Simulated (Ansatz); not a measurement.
# Si: the cost of one run

Program: Ansatz 0.2.0. Level of theory: DFT PBE, plane waves, PAW, scalar-relativistic, no spin polarisation. These are calculated values, not measurements.

The COD cell was measured well above room temperature, so it is larger than a cold one.

**1. The system as given**

The cell holds 16 atoms (Si16): a = 7.937 Å, b = 7.937 Å, c = 7.937 Å, α = 60.00°, β = 60.00°, γ = 60.00°.

As a file:

```xyz
16
Lattice="0.0000 5.6125 5.6125 5.6125 0.0000 5.6125 5.6125 5.6125 0.0000" Properties=species:S:1:pos:R:3 pbc="T T T"
Si    0.0000    0.0000    0.0000
Si    1.4031    1.4031    1.4031
Si    2.8063    2.8063    0.0000
Si    4.2094    4.2094    1.4031
Si    2.8063    0.0000    2.8063
Si    4.2094    1.4031    4.2094
Si    5.6125    2.8063    2.8063
Si    7.0156    4.2094    4.2094
Si    0.0000    2.8063    2.8063
Si    1.4031    4.2094    4.2094
Si    2.8063    5.6125    2.8063
Si    4.2094    7.0156    4.2094
Si    2.8063    2.8063    5.6125
Si    4.2094    4.2094    7.0156
Si    5.6125    5.6125    5.6125
Si    7.0156    7.0156    7.0156
```

**2. Run 1**

70 steps of 1.5 fs under a Langevin thermostat at 4200 K.

Input file input.yaml:

```yaml
crystal:
  lattice:
    - [0.0, 5.612507, 5.612507]
    - [5.612507, 0.0, 5.612507]
    - [5.612507, 5.612507, 0.0]
  atoms:
    - { symbol: Si, position: [0.0, 0.0, 0.0] }
    - { symbol: Si, position: [0.125, 0.125, 0.125] }
    - { symbol: Si, position: [0.0, 0.0, 0.5] }
    - { symbol: Si, position: [0.125, 0.125, 0.625] }
    - { symbol: Si, position: [0.0, 0.5, 0.0] }
    - { symbol: Si, position: [0.125, 0.625, 0.125] }
    - { symbol: Si, position: [0.0, 0.5, 0.5] }
    - { symbol: Si, position: [0.125, 0.625, 0.625] }
    - { symbol: Si, position: [0.5, 0.0, 0.0] }
    - { symbol: Si, position: [0.625, 0.125, 0.125] }
    - { symbol: Si, position: [0.5, 0.0, 0.5] }
    - { symbol: Si, position: [0.625, 0.125, 0.625] }
    - { symbol: Si, position: [0.5, 0.5, 0.0] }
    - { symbol: Si, position: [0.625, 0.625, 0.125] }
    - { symbol: Si, position: [0.5, 0.5, 0.5] }
    - { symbol: Si, position: [0.625, 0.625, 0.625] }
basis:
  ecutwfc: 420.0
kpoints:
  mp_grid: { grid: [2, 2, 2] }
hamiltonian:
  xc: pbe
scf:
  occupations: { method: fermi_dirac, width: 0.36 }
  lower_state_search: "off"
md:
  timestep: 1.5
  n_steps: 70
  ensemble: nvt_langevin
  temperature: 4200.0
  initial_velocities: maxwell_boltzmann
  seed: 58518
  friction: 0.02
```

Run with:

```sh
$ ansatz run input.yaml --threads 1 --pin off --max-ram 3072MiB --backend cpu --events-out ev --progress --plain --runs-dir out
```

What time and memory should one allow on 1 thread of Intel Xeon Platinum 8259CL at 2.50GHz (Skylake/Cascade Lake), shared host?

About 7.8 min, with a peak of 0.73 GiB.
